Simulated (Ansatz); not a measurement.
**SiNi: molecular dynamics**

Purpose: to heat the crystal hard, then cool it somewhat, and see whether it keeps its order. Runs: 300 steps of 2.25 fs under a Nosé-Hoover thermostat at 3500 K; 300 steps of 3 fs under a Langevin thermostat at 2100 K. The start is the crystal (P2_13), its volume scaled by 1.1.

Program: Ansatz 0.2.0. Level of theory: DFT PBE, plane waves, PAW, scalar-relativistic, no spin polarisation. These are calculated values, not measurements.

**1. The starting structure**

The cell holds 16 atoms (Ni8Si8): a = 6.565 Å, b = 6.565 Å, c = 6.565 Å, α = 60.00°, β = 60.00°, γ = 60.00°.

As a file:

```xyz
16
Lattice="0.0000 4.6419 4.6419 4.6419 0.0000 4.6419 4.6419 4.6419 0.0000" Properties=species:S:1:pos:R:3 pbc="T T T"
Si    3.9925    3.9925    3.9925
Si    2.9704    5.2913    6.3135
Si    6.3135    2.9704    5.2913
Si    5.2913    6.3135    2.9704
Ni    0.6824    0.6824    0.6824
Ni    1.6386    3.9596    3.0033
Ni    3.0033    1.6386    3.9596
Ni    3.9596    3.0033    1.6386
Si    8.6345    8.6345    8.6345
Si    7.6123    5.2913    6.3135
Si    6.3135    7.6123    5.2913
Si    5.2913    6.3135    7.6123
Ni    5.3243    5.3243    5.3243
Ni    6.2805    3.9596    3.0033
Ni    3.0033    6.2805    3.9596
Ni    3.9596    3.0033    6.2805
```

**2. Run 1**

300 steps of 2.25 fs under a Nosé-Hoover thermostat at 3500 K.

Input file input.yaml:

```yaml
accuracy: low
crystal:
  lattice:
    - [0.0, 4.641937, 4.641937]
    - [4.641937, 0.0, 4.641937]
    - [4.641937, 4.641937, 0.0]
  atoms:
    - { symbol: Si, position: [0.43005, 0.43005, 0.43005] }
    - { symbol: Si, position: [0.93005, 0.43005, 0.20985] }
    - { symbol: Si, position: [0.20985, 0.93005, 0.43005] }
    - { symbol: Si, position: [0.43005, 0.20985, 0.93005] }
    - { symbol: Ni, position: [0.0735, 0.0735, 0.0735] }
    - { symbol: Ni, position: [0.5735, 0.0735, 0.2795] }
    - { symbol: Ni, position: [0.2795, 0.5735, 0.0735] }
    - { symbol: Ni, position: [0.0735, 0.2795, 0.5735] }
    - { symbol: Si, position: [0.93005, 0.93005, 0.93005] }
    - { symbol: Si, position: [0.43005, 0.93005, 0.70985] }
    - { symbol: Si, position: [0.70985, 0.43005, 0.93005] }
    - { symbol: Si, position: [0.93005, 0.70985, 0.43005] }
    - { symbol: Ni, position: [0.5735, 0.5735, 0.5735] }
    - { symbol: Ni, position: [0.0735, 0.5735, 0.7795] }
    - { symbol: Ni, position: [0.7795, 0.0735, 0.5735] }
    - { symbol: Ni, position: [0.5735, 0.7795, 0.0735] }
basis:
  ecutwfc: 420.0
kpoints:
  mp_grid: { grid: [2, 2, 2] }
hamiltonian:
  xc: pbe
  pseudopotentials: { kind: paw, azcp: { folder: soft_1 } }
scf:
  occupations: { method: fermi_dirac, width: 0.3 }
  lower_state_search: "off"
md:
  timestep: 2.25
  n_steps: 300
  ensemble: nvt_nose_hoover
  temperature: 3500.0
  initial_velocities: maxwell_boltzmann
  seed: 442461
  nose_hoover: { tau: 50.0, chain_length: 3 }
```

The run is started by

```console
$ ansatz run input.yaml --threads 2 --pin off --max-ram 5120MiB --backend cpu --events-out ev --progress --plain --runs-dir out
```

The program printed, cut to the lines that bear on the results:

```text
Warning: md: disabling space-group detection — thermal motion breaks the input geometry's symmetry, so no spatial operation reduces the k-mesh or symmetrises the density; time reversal is kept, so that k and −k are solved as one point where they differ and the mesh holds both, and exact [...]
Warning: RAYON_NUM_THREADS=2 ignored (pool sized by the plan → 2); use --threads N
band count auto-derived: 113 (N_el = 176.0; filled up to band 88; 106 by the electrons, moments and atoms)
[...]
Pseudopotentials: kind: paw
Pseudopotential: Si, paw, valence charge 4, recommended cutoff 420 eV (normal), <dir>
Pseudopotential: Ni, paw, valence charge 18, recommended cutoff 420 eV (normal), <dir>
Functional definition: PBE
[...]
Crystal: 16 atoms, lattice volume = 200.045 Å³
Basis set: ecut = 420 eV, 3839 PW (Γ), exchange–correlation on 90×90×90 points (8 copies of the dense FFT grid, shifted against one another)
Bands: 113, of which v1, the nominal top of the filled ones, is band 88 counted from 1 (87 counted from 0)
Symmetry: 1 space group operations
k-points: 8
[...]
SCF iter   1: F=—  HF=-51815.708537 eV  |F-HF|=—  |Δ(HF+E_count)|=         —  Δρ=1.23e-1  dr2=2.84e1  ethr=3.10e-3  ⟨swp⟩=8.4  Hψ=3860  notcnv=0
[...]
md step     0: t =     0.00 fs  T =  3500.0 K  F+E_penalty+E_count = -51811.06602667 eV  E_kin = 6.786150 eV  conserved = -51804.27987672 eV  (10 SCF iters)
[...]
md step     9: t =    20.25 fs  T =  1693.0 K  F+E_penalty+E_count = -51807.45211036 eV  E_kin = 3.282532 eV  conserved = -51804.26674347 eV  (4 SCF iters)
[...]
md step    18: t =    40.50 fs  T =  2211.9 K  F+E_penalty+E_count = -51807.82322479 eV  E_kin = 4.288735 eV  conserved = -51804.27959956 eV  (4 SCF iters)
[...]
md step    27: t =    60.75 fs  T =  1389.6 K  F+E_penalty+E_count = -51805.22633017 eV  E_kin = 2.694257 eV  conserved = -51804.25997100 eV  (4 SCF iters)
[...]
md step    34: t =    76.50 fs  T =  3013.7 K  F+E_penalty+E_count = -51807.62658150 eV  E_kin = 5.843273 eV  conserved = -51804.27662883 eV  (4 SCF iters)
md step    35: t =    78.75 fs  T =  3115.6 K  F+E_penalty+E_count = -51807.71243659 eV  E_kin = 6.040775 eV  conserved = -51804.27618964 eV  (4 SCF iters)
```

**3. The output, continued: dynamics from the start**

Output, continued, cut to the lines that bear on the results:

```text
md step    36: t =    81.00 fs  T =  3151.2 K  F+E_penalty+E_count = -51807.67714232 eV  E_kin = 6.109844 eV  conserved = -51804.27567455 eV  (5 SCF iters)
[...]
md step    56: t =   126.00 fs  T =  3340.7 K  F+E_penalty+E_count = -51806.21596009 eV  E_kin = 6.477236 eV  conserved = -51804.26831204 eV  (5 SCF iters)
[...]
md step    76: t =   171.00 fs  T =  4254.2 K  F+E_penalty+E_count = -51805.74162153 eV  E_kin = 8.248406 eV  conserved = -51804.26199190 eV  (4 SCF iters)
[...]
md step    96: t =   216.00 fs  T =  2541.0 K  F+E_penalty+E_count = -51802.05252515 eV  E_kin = 4.926812 eV  conserved = -51804.25624597 eV  (6 SCF iters)
[...]
md step   116: t =   261.00 fs  T =  3310.5 K  F+E_penalty+E_count = -51802.89738214 eV  E_kin = 6.418709 eV  conserved = -51804.24924747 eV  (5 SC
[...]
SCF converged after 9 iterations
Free energy (F): -51805.133035 eV
[...]
E sigma→0 (E₀):  -51803.881640 eV
Entropy (-TS):   -2.502790 eV (-156.424 meV/atom)
Fermi energy:    14.004365 eV
[...]
--- Forces (eV/Å), atoms counted from 1 ---
  atom   1  Si    -0.10736968     0.25240405     2.38967824
  atom   2  Si    -0.31527519     2.18112818    -3.18237828
  atom   3  Si    -0.33462308     0.69043387     0.14997738
  atom   4  Si     0.32980848    -0.14601665     0.69636803
  atom   5  Ni     0.68525229     0.99540577     0.28529994
  atom   6  Ni     0.11903530    -3.23909765     0.70060093
  atom   7  Ni    -0.73078524    -0.50743276     0.07692801
  atom   8  Ni    -1.14925924     2.93618828    -1.10845564
[...]
--- MD trajectory: 300 steps, t = 0.0 → 675.0 fs ---
  final state: T = 3118.5 K   F+E_penalty+E_count = -51805.13303491 eV   E_kin = 6.046451 eV
  conserved energy: peak-to-peak 3.840e-2 eV (2.400e-3 eV/atom) over 675.0 fs
```

Wall time 17 min (2 threads of Arm Neoverse V2, shared host); peak memory 0.81 GiB.

**4. Frames and traces**

One step in 12; energies are changes from step 0; msd is the mean square displacement from the start, the centre of mass held:

| time (fs) | T (K) | potential energy change (meV/atom) | conserved energy change (meV/atom) | msd Si (Å²) | msd Ni (Å²) |
| --- | --- | --- | --- | --- | --- |
| 0.0 | 3500 | 0.0 | 0.00 | 0.000 | 0.000 |
| 27.0 | 1652 | 238.1 | 0.58 | 0.090 | 0.078 |
| 54.0 | 1515 | 332.8 | 0.87 | 0.165 | 0.190 |
| 81.0 | 3151 | 211.8 | 0.26 | 0.192 | 0.208 |
| 108.0 | 2582 | 337.8 | 0.56 | 0.233 | 0.217 |
| 135.0 | 3225 | 346.9 | 0.69 | 0.239 | 0.199 |
| 162.0 | 3780 | 366.6 | 1.61 | 0.231 | 0.173 |
| 189.0 | 4392 | 343.8 | 1.42 | 0.300 | 0.173 |
| 216.0 | 2541 | 563.3 | 1.48 | 0.543 | 0.197 |
| 243.0 | 3889 | 426.0 | 1.50 | 0.474 | 0.256 |
| 270.0 | 3682 | 471.0 | 1.30 | 0.375 | 0.361 |
| 297.0 | 3858 | 449.1 | 0.97 | 0.541 | 0.348 |
| 324.0 | 3337 | 476.7 | 1.15 | 0.677 | 0.396 |
| 351.0 | 3241 | 451.5 | 0.80 | 0.681 | 0.437 |
| 378.0 | 2716 | 490.7 | 1.19 | 0.514 | 0.494 |
| 405.0 | 2952 | 469.7 | 1.26 | 0.545 | 0.464 |
| 432.0 | 3568 | 445.4 | 1.27 | 0.561 | 0.441 |
| 459.0 | 4534 | 410.1 | 0.53 | 0.508 | 0.507 |
| 486.0 | 4005 | 537.4 | 1.59 | 0.508 | 0.598 |
| 513.0 | 3718 | 600.2 | 1.64 | 0.827 | 0.476 |
| 540.0 | 4450 | 504.1 | 1.20 | 0.872 | 0.566 |
| 567.0 | 3040 | 597.5 | 2.10 | 0.921 | 0.739 |
| 594.0 | 3727 | 373.1 | 1.10 | 0.967 | 0.595 |
| 621.0 | 2994 | 367.6 | 0.88 | 0.869 | 0.584 |
| 648.0 | 2269 | 436.9 | 1.28 | 0.982 | 0.600 |
| 675.0 | 3118 | 370.8 | 1.38 | 0.998 | 0.773 |

time (fs), T (K) and a bar:
```
      0.0       3500 #####################
     29.2       1741 ####
     58.5       1336 
     87.8       2886 ###############
    117.0       3077 #################
    146.2       3511 #####################
    175.5       4461 ##############################
    204.8       3244 ##################
    234.0       3766 #######################
    263.2       3207 ##################
    292.5       3987 #########################
    321.8       3371 ####################
    353.2       3279 ###################
    382.5       2942 ###############
    411.8       3115 #################
    441.0       3640 ######################
    470.2       4159 ###########################
    499.5       4115 ###########################
    528.8       4372 #############################
    558.0       3142 #################
    587.2       4021 ##########################
    616.5       2831 ##############
    645.8       2206 ########
    675.0       3118 #################
```

Pair distribution over the second half of the run:

| r (Å) | g Si–Si | g Si–Ni | g Ni–Ni |
| --- | --- | --- | --- |
| 0.68 | 0.00 | 0.00 | 0.00 |
| 0.84 | 0.00 | 0.00 | 0.00 |
| 1.00 | 0.00 | 0.00 | 0.00 |
| 1.16 | 0.00 | 0.00 | 0.00 |
| 1.32 | 0.00 | 0.00 | 0.00 |
| 1.48 | 0.00 | 0.00 | 0.00 |
| 1.64 | 0.00 | 0.00 | 0.00 |
| 1.80 | 0.00 | 0.08 | 0.05 |
| 1.96 | 0.05 | 0.79 | 0.05 |
| 2.12 | 0.34 | 1.94 | 0.56 |
| 2.28 | 1.23 | 2.75 | 1.29 |
| 2.44 | 1.46 | 2.58 | 1.64 |
| 2.60 | 1.62 | 1.91 | 1.74 |

First peaks of g(r) (not always the tallest), and, where a minimum follows, the mean number of second-named atoms round a first-named one up to the next minimum:

| pair | peak (Å) | height | minimum (Å) | neighbours |
| --- | --- | --- | --- | --- |
| Si–Ni | 2.28 | 2.7 | - | - |

Maxima of the velocity power spectrum (cm⁻¹, relative height; resolution about 99 cm⁻¹): 140 (100), 270 (66), 370 (61).

**5. Frames from the trajectory**

Positions (Å) and forces (eV/Å):

```xyz
16
Lattice="0.000 4.642 4.642 4.642 0.000 4.642 4.642 4.642 0.000" Properties=species:S:1:pos:R:3:forces:R:3 pbc="T T T" time_fs=112.5 T=2875 dE=5.0398
Si    3.938    3.721    3.599    0.043   -1.358    1.151
Si    2.850    5.676    6.375    2.034   -0.660    1.048
Si    6.243    3.466    5.190    0.610   -0.242    2.128
Si    5.749    6.383    3.119   -1.216    1.456   -0.777
Ni    0.796    0.966    0.758   -3.395   -1.059    2.892
Ni    1.808    4.150    3.257   -2.225   -0.702   -0.155
Ni    3.073    1.409    4.285   -0.605    0.699    0.069
Ni    4.183    2.826    1.302    0.750    0.330    0.507
Si    8.704    8.721    8.680   -0.068   -1.759   -0.931
Si    7.835    5.116    6.543    0.420    1.772   -2.236
Si    6.529    8.299    5.539    0.244   -1.812   -2.135
Si    5.178    6.133    7.916   -0.615    0.255   -2.281
Ni    5.063    5.186    4.723   -0.728    0.982    1.873
Ni    6.125    3.502    2.969    0.441    0.954   -0.117
Ni    2.486    6.332    4.302    4.254    0.798   -2.266
Ni    4.027    2.957    5.996    0.057    0.348    1.230
16
Lattice="0.000 4.642 4.642 4.642 0.000 4.642 4.642 4.642 0.000" Properties=species:S:1:pos:R:3:forces:R:3 pbc="T T T" time_fs=225.0 T=3109 dE=7.9875
Si    3.883    4.033    3.743    0.350   -0.675    0.609
Si    2.962    5.530    5.596    0.561   -2.694    3.149
Si    6.478    2.824    6.076   -0.647    0.582    1.526
Si    5.119    5.933    2.436    2.567   -3.144    4.234
Ni    0.612    0.549    0.341   -1.948   -0.482    1.863
Ni    1.510    3.978    3.272    0.777    0.215   -0.312
Ni    2.560    1.766    3.761    0.542   -0.009    0.103
Ni    4.149    3.083    1.628    0.283   -0.654    0.455
Si    7.535    8.535    9.148    3.159    2.216    0.031
Si    7.420    5.902    6.278   -2.531   -2.693   -0.223
Si    6.204    7.805    5.380    0.658   -0.444   -0.293
Si    5.806    6.622    8.223   -0.622    0.725   -2.115
Ni    5.510    4.848    5.788   -1.045    0.876   -1.346
Ni    6.284    4.262    2.954   -1.189   -1.661   -2.518
Ni    3.492    6.374    3.801    0.217    1.218   -1.410
Ni    4.219    2.625    6.087   -1.131    6.624   -3.753
16
Lattice="0.000 4.642 4.642 4.642 0.000 4.642 4.642 4.642 0.000" Properties=species:S:1:pos:R:3:forces:R:3 pbc="T T T" time_fs=337.5 T=2787 dE=8.3715
Si    2.394    4.458    4.261    5.115    4.850   -5.049
Si    3.448    5.096    6.331    1.061    0.893    1.030
Si    7.045    2.549    5.563   -1.172    1.381   -0.248
Si    5.608    5.705    3.405   -0.395    0.665    0.602
Ni    1.054    0.887    1.366   -1.620    0.907   -2.904
Ni    0.679    3.749    2.821    1.845   -0.590   -1.510
Ni    3.044    1.942    3.917   -0.531   -1.683   -2.650
Ni    4.292    2.979    1.847   -1.173   -0.684    1.565
Si    8.331    8.827    8.643   -1.896    0.594    0.976
Si    7.716    5.090    6.157    0.214    0.487    0.841
Si    5.897    7.819    5.189   -3.276   -6.193    0.669
Si    5.420    6.365    8.412   -0.507    0.853   -1.024
Ni    5.544    5.261    5.427    0.092    0.143    1.527
Ni    6.383    3.757    2.534    1.504   -1.598    3.708
Ni    3.563    6.628    3.507   -0.944   -0.879   -0.170
Ni    3.562    2.892    5.694    1.684    0.854    2.637
16
Lattice="0.000 4.642 4.642 4.642 0.000 4.642 4.642 4.642 0.000" Properties=species:S:1:pos:R:3:forces:R:3 pbc="T T T" time_fs=450.0 T=3688 dE=7.7299
Si    3.272    3.940    3.756   -0.861    1.377    3.606
Si    3.125    5.372    6.104   -0.342   -0.339    0.773
Si    6.711    3.555    5.545   -3.162   -0.211   -1.852
Si    5.741    5.484    2.917    0.195    1.453   -0.973
Ni    0.924    1.497    0.172    0.095   -0.296    0.348
Ni    1.025    3.341    2.952    0.769   -0.387   -0.034
Ni    3.046    1.571    3.998    0.167   -0.096   -0.340
Ni    3.763    3.113    1.974    1.050   -2.087    0.044
Si    8.784    8.786    8.945    0.305    0.787   -0.899
Si    8.366    5.416    6.311   -0.192    1.648   -0.250
Si    5.803    7.913    6.030   -1.497    1.200   -8.730
Si    5.590    5.864    7.051    0.156   -1.213    3.713
Ni    5.340    5.386    5.052    1.348   -2.361   -0.111
Ni    6.373    3.307    3.137    1.511   -0.172    8.145
Ni    3.674    6.610    4.410   -2.184    0.936   -2.474
Ni    3.241    3.069    6.043    2.642   -0.239   -0.964
16
Lattice="0.000 4.642 4.642 4.642 0.000 4.642 4.642 4.642 0.000" Properties=species:S:1:pos:R:3:forces:R:3 pbc="T T T" time_fs=562.5 T=2896 dE=10.0558
Si    3.281    4.170    3.414    0.923   -1.036   -0.474
Si    3.694    5.775    6.492   -1.409   -1.189   -0.075
Si    5.905    3.022    5.768    1.327    1.062    0.642
Si    5.539    6.122    3.197   -1.841   -5.575   -4.121
Ni    0.613    1.358   -0.024   -0.873   -1.981    0.028
Ni    1.160    2.979    4.270    8.942    5.888   -4.667
Ni    2.992    1.643    3.873    0.616    0.395   -1.023
Ni    4.747    2.831    1.082   -6.991    0.694    8.761
Si    8.817    8.557    8.073   -2.537    0.961   -0.507
Si    8.161    5.696    5.788   -1.383   -2.302    3.455
Si    6.223    9.136    6.204    0.372    1.067   -1.645
Si    6.091    6.124    7.262    0.302   -1.801   -3.037
Ni    5.413    5.154    5.255    0.787   -0.431   -0.251
Ni    5.865    3.401    3.349   -0.621    1.926    2.075
Ni    2.803    6.184    4.285    3.008    0.976    1.249
Ni    3.641    3.258    5.867   -0.623    1.347   -0.409
16
Lattice="0.000 4.642 4.642 4.642 0.000 4.642 4.642 4.642 0.000" Properties=species:S:1:pos:R:3:forces:R:3 pbc="T T T" time_fs=675.0 T=3118 dE=5.9330
Si    3.823    3.179    3.341   -0.107    0.252    2.390
Si    4.282    5.237    6.739   -0.315    2.181   -3.182
Si    6.482    2.614    6.291   -0.335    0.690    0.150
Si    4.651    5.952    2.763    0.330   -0.146    0.696
Ni    0.031    0.937   -0.155    0.685    0.995    0.285
Ni    1.815    4.304    3.522    0.119   -3.239    0.701
Ni    2.407    1.131    3.268   -0.731   -0.507    0.077
Ni    4.174    3.044    1.264   -1.149    2.936   -1.109
Si    8.431    8.418    8.180   -1.270   -3.709    2.484
Si    7.516    5.810    5.653    0.967   -1.048   -0.370
Si    6.338    8.258    6.249    0.638    1.447   -0.486
Si    6.217    6.233    7.488    0.711    1.300    0.639
Ni    5.530    6.201    5.115   -0.245   -1.482   -1.292
Ni    6.159    3.386    4.151   -0.336    0.644   -0.088
Ni    3.059    6.050    4.685   -0.002   -0.566   -0.384
Ni    4.045    3.142    5.865    1.041    0.252   -0.509
```

On run 1: Against a set 3500 K the second half averages 3417 K with a spread of 628 K (in equilibrium 16 atoms would scatter by about 738 K, over a far longer run). The conserved energy strays from its start by at most 2.38 meV/atom, 0.6 % of the mean kinetic energy, which is good for a step of 2.25 fs. The atom that moves most swings out by 1.99 Å (the median distance to the nearest neighbour, bonds to H left out, is 2.31 Å), and none ends a neighbour distance from its start. Counted from the crystal's sites, with the common drift removed, the atoms stand 0.88 Å away over the last tenth of the run (root mean square), 38 % of the neighbour distance: well past the 10 to 20 % at which crystals usually melt, so the lattice order is being lost.

**6. Run 2**

300 steps of 3 fs under a Langevin thermostat at 2100 K, starting from the last frame of an earlier run, with new velocities.

Input file input.yaml:

```yaml
accuracy: low
crystal:
  lattice:
    - [0.0, 4.641937, 4.641937]
    - [4.641937, 0.0, 4.641937]
    - [4.641937, 4.641937, 0.0]
  atoms:
    - { symbol: Si, position: [0.29049085, 0.42936777, 0.39424503] }
    - { symbol: Si, position: [0.82876748, 0.62303141, 0.29952612] }
    - { symbol: Si, position: [0.26098205, 1.09418791, 0.30220532] }
    - { symbol: Si, position: [0.43776501, 0.15742626, 0.84453493] }
    - { symbol: Ni, position: [0.08086743, -0.11431325, 0.12093943] }
    - { symbol: Ni, position: [0.64754365, 0.11127223, 0.27963266] }
    - { symbol: Ni, position: [0.21457105, 0.4893831, 0.02915405] }
    - { symbol: Ni, position: [0.01453169, 0.25785823, 0.64125578] }
    - { symbol: Si, position: [0.87968436, 0.88244514, 0.93373488] }
    - { symbol: Si, position: [0.42505034, 0.79270194, 0.82652254] }
    - { symbol: Si, position: [0.87993047, 0.46629471, 0.89913253] }
    - { symbol: Si, position: [0.80835972, 0.80480854, 0.53443726] }
    - { symbol: Ni, position: [0.62323301, 0.47859066, 0.71272721] }
    - { symbol: Ni, position: [0.14834669, 0.74589689, 0.58100884] }
    - { symbol: Ni, position: [0.82682353, 0.18247811, 0.47654012] }
    - { symbol: Ni, position: [0.53450563, 0.72908197, 0.14231075] }
basis:
  ecutwfc: 420.0
kpoints:
  mp_grid: { grid: [2, 2, 2] }
hamiltonian:
  xc: pbe
  pseudopotentials: { kind: paw, azcp: { folder: soft_1 } }
scf:
  occupations: { method: fermi_dirac, width: 0.3 }
  lower_state_search: "off"
md:
  timestep: 3.0
  n_steps: 300
  ensemble: nvt_langevin
  temperature: 2100.0
  initial_velocities: maxwell_boltzmann
  seed: 204432
  friction: 0.05
```

The run is started by

```console
$ ansatz run input.yaml --threads 2 --pin off --max-ram 5120MiB --backend cpu --events-out ev --progress --plain --runs-dir out
```

The program printed, cut to the lines that bear on the results:

```text
Warning: md: disabling space-group detection — thermal motion breaks the input geometry's symmetry, so no spatial operation reduces the k-mesh or symmetrises the density; time reversal is kept, so that k and −k are solved as one point where they differ and the mesh holds both, and exact [...]
Warning: RAYON_NUM_THREADS=2 ignored (pool sized by the plan → 2); use --threads N
band count auto-derived: 113 (N_el = 176.0; filled up to band 88; 106 by the electrons, moments and atoms)
[...]
[... 4 set-up lines as earlier in the session ...]
[...]
Crystal: 16 atoms, lattice volume = 200.045 Å³
Basis set: ecut = 420 eV, 3839 PW (Γ), exchange–correlation on 90×90×90 points (8 copies of the dense FFT grid, shifted against one another)
Bands: 113, of which v1, the nominal top of the filled ones, is band 88 counted from 1 (87 counted from 0)
[... 1 set-up line as earlier in the session ...]
k-points: 8
[...]
SCF iter   1: F=—  HF=-51811.056300 eV  |F-HF|=—  |Δ(HF+E_count)|=         —  Δρ=1.28e-1  dr2=3.56e1  ethr=3.10e-3  ⟨swp⟩=7.0  Hψ=3799  notcnv=0
[...]
md step     0: t =     0.00 fs  T =  1968.7 K  F+E_penalty+E_count = -51805.13303475 eV  E_kin = 4.071690 eV  (12 SCF iters)
[...]
md step     9: t =    27.00 fs  T =  2590.1 K  F+E_penalty+E_count = -51805.46224826 eV  E_kin = 5.356792 eV  (9 SCF iters)
[...]
md step    18: t =    54.00 fs  T =  1597.7 K  F+E_penalty+E_count = -51804.87350036 eV  E_kin = 3.304319 eV  (8 SCF iters)
[...]
md step    27: t =    81.00 fs  T =  1736.1 K  F+E_penalty+E_count = -51805.28289223 eV  E_kin = 3.590556 eV  (8 SCF iters)
[...]
md step    36: t =   108.00 fs  T =  2375.2 K  F+E_penalty+E_count = -51805.81212291 eV  E_kin = 4.912253 eV  (8 SCF iters)
md step    37: t =   111.00 fs  T =  2509.6 K  F+E_penalty+E_count = -51806.25311593 eV  E_kin = 5.190317 eV  (8 SCF iters)
md step    38: t =   114.00 fs  T =  2487.4 K  F+E_penalty+E_count = -51806.53292827 eV  E_kin = 5.144366 eV  (8 SCF iters)
```

(Part 1 of 2 ends here.)
